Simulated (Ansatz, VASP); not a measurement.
## Two plane-wave programs on AlN

```
CELL_PARAMETERS angstrom
0.00000 2.18488 2.18488
2.18488 0.00000 2.18488
2.18488 2.18488 0.00000
ATOMIC_POSITIONS crystal
Al 0.00000 0.00000 0.00000
N 0.75000 0.75000 0.75000
```

Alike in both runs: task single point; functional r2SCAN; k mesh 8 × 8 × 8; no spin polarisation.

|  | VASP | Ansatz |
| --- | --- | --- |
| version | VASP 6.6.1 | Ansatz 0.2.0 |
| potentials or method | VASP PAW PBE potentials, release 64 (Al, N) | plane waves, PAW |
| plane-wave cutoff (eV) | 520 | 500 |
| occupations | gaussian, width 0.01 eV | fixed |
| valence electrons in the cell | 8 | 8 |

Ansatz gave:

- gap on the k mesh at the Fermi level (eV): 3.94
- pressure (GPa): 0.0

Q: Which values does VASP return?

A: gap on the k mesh at the Fermi level (eV): 3.93; pressure (GPa): -0.4.

Caveats: the PAW data sets were made with another functional, which shifts forces and pressure a little (VASP). A k mesh can miss the band edges.
